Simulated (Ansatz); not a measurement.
ZnS built on the zincblende prototype was relaxed with r2SCAN, strained in 3 ways (changes of length per length), its atoms relaxed again with r2SCAN, and run with PBE in the PAW code Ansatz. No spin polarisation and no zero-point or thermal motion.

Isotropic -2.72 % on every length. Input:
```yaml
crystal:
  lattice:
    - [0.0, 2.6208066996, 2.6208066996]
    - [2.6208066996, 0.0, 2.6208066996]
    - [2.6208066996, 2.6208066996, 0.0]
  atoms:
    - { symbol: Zn, position: [0.0, 0.0, 0.0] }
    - { symbol: S, position: [0.25, 0.25, 0.25] }
kpoints:
  mp_grid: { grid: [8, 8, 8] }
  band_path:
    path:
      - [0.0, 0.0, 0.0]
      - [-0.5, -0.5, 0.0]
      - [-0.375, -0.375, 0.25]
      - [-0.375, 0.0, 0.375]
      - [0.0, 0.0, 0.5]
      - [-0.5, -0.25, 0.25]
    npoints: 1
hamiltonian:
  xc: pbe
scf:
  occupations: { method: fermi_dirac, width: 0.02 }
  n_extra_bands: 4
output:
  forces: true
  stress: true
  eigenvalues: true
```

Main results, then levels in eV from the Fermi energy at the points of the path (names of the unstrained zone, bands numbered from 0):
```
Crystal: 2 atoms, lattice volume = 36.003 Å³
Basis set: ecut = 420 eV, 725 PW (Γ)
Symmetry: 24 space group operations
Space group: F-43m (ITA 216)
k-points: 29 of 512 (time reversal used)
Free energy (F): -4222.610668 eV
Fermi energy:    8.311242 eV
--- Forces (eV/Å), atoms counted from 1 ---
  atom   1  Zn      0.00000      0.00000      0.00000
  atom   2  S       0.00000      0.00000      0.00000
--- Stress (GPa, compression-positive) ---
       10.141006       0.000000       0.000000
        0.000000      10.141006       0.000000
        0.000000       0.000000      10.141006
  P = ⅓ Tr σ = 10.1410 GPa (101.410 kbar)
```
```tsv
point	band_6	band_7	band_8	band_9	band_10	band_11
Γ	-1.268	-1.268	-1.268	1.246	5.011	5.011
X	-6.194	-3.842	-3.842	1.909	2.754	10.366
U	-6.352	-4.834	-3.362	2.738	4.867	8.335
K	-6.352	-4.834	-3.362	2.738	4.867	8.335
L	-7.103	-2.276	-2.276	2.203	5.551	5.551
W	-6.311	-4.494	-4.346	4.378	5.147	6.757
```

PBE gives a direct gap of 2.51 eV at Γ. The mean pressure is +10.14 GPa (compression positive), so PBE would enlarge the cell's volume.

**Question.** Uniaxial -0.4 % along x, other directions held gives these blocks instead:
```yaml
crystal:
  lattice:
    - [0.0, 2.6940858343, 2.6940858343]
    - [2.683309491, 0.0, 2.6940858343]
    - [2.683309491, 2.6940858343, 0.0]
  atoms:
    - { symbol: Zn, position: [0.0, 0.0, 0.0] }
    - { symbol: S, position: [0.25, 0.25, 0.25] }
```
What comes out?

**Answer.**
```
Crystal: 2 atoms, lattice volume = 38.951 Å³
Basis set: ecut = 420 eV, 749 PW (Γ)
Symmetry: 8 space group operations
Space group: I-4m2 (ITA 119)
k-points: 59 of 512 (time reversal used)
Free energy (F): -4222.723269 eV
Fermi energy:    7.048877 eV
--- Forces (eV/Å), atoms counted from 1 ---
  atom   1  Zn      0.00000      0.00000      0.00000
  atom   2  S       0.00000      0.00000      0.00000
--- Stress (GPa, compression-positive) ---
        2.712059       0.000000       0.000000
        0.000000       2.553450       0.000000
        0.000000       0.000000       2.553450
  P = ⅓ Tr σ = 2.6063 GPa (26.063 kbar)
```
```tsv
point	band_6	band_7	band_8	band_9	band_10	band_11
Γ	-1.099	-1.099	-1.085	1.071	5.265	5.265
X	-5.709	-3.359	-3.350	2.286	2.984	9.935
U	-5.781	-4.265	-2.931	3.027	4.896	8.279
K	-5.781	-4.265	-2.931	3.027	4.896	8.279
L	-6.471	-1.990	-1.968	2.235	5.777	5.812
W	-5.752	-3.908	-3.852	4.607	5.004	6.822
```
The PBE gap is direct at Γ: 2.16 eV. The mean pressure is +2.61 GPa (compression positive), so PBE would enlarge the cell's volume.

Uniaxial +1.18 % along [111], other directions held. These blocks change:
```yaml
crystal:
  lattice:
    - [0.0211934752, 2.7152793095, 2.7152793095]
    - [2.7152793095, 0.0211934752, 2.7152793095]
    - [2.7152793095, 2.7152793095, 0.0211934752]
  atoms:
    - { symbol: Zn, position: [0.0006586669, 0.0006586669, 0.0006586669] }
    - { symbol: S, position: [0.2493413331, 0.2493413331, 0.2493413331] }
```

```
Crystal: 2 atoms, lattice volume = 39.569 Å³
Basis set: ecut = 420 eV, 749 PW (Γ)
Symmetry: 6 space group operations
Space group: R3m (ITA 160)
k-points: 65 of 512 (time reversal used)
Free energy (F): -4222.729909 eV
Fermi energy:    6.813260 eV
--- Forces (eV/Å), atoms counted from 1 ---
  atom   1  Zn      0.00207      0.00207      0.00207
  atom   2  S     -0.00207    -0.00207    -0.00207
--- Stress (GPa, compression-positive) ---
        1.374667      -0.375631      -0.375631
       -0.375631       1.374667      -0.375631
       -0.375631      -0.375631       1.374667
  P = ⅓ Tr σ = 1.3747 GPa (13.747 kbar)
```
```tsv
point	band_6	band_7	band_8	band_9	band_10	band_11
Γ	-1.106	-1.044	-1.044	1.029	5.210	5.359
X	-5.610	-3.314	-3.233	2.338	3.010	9.857
U	-5.673	-4.175	-2.826	3.119	4.813	8.278
K	-5.666	-4.142	-2.896	3.005	4.948	8.256
L	-6.329	-1.965	-1.914	2.204	5.793	5.834
W	-5.638	-3.806	-3.757	4.615	4.952	6.776
```

The PBE gap is direct at Γ: 2.07 eV. With the atoms held, the mean pressure is +1.37 GPa (compression positive).
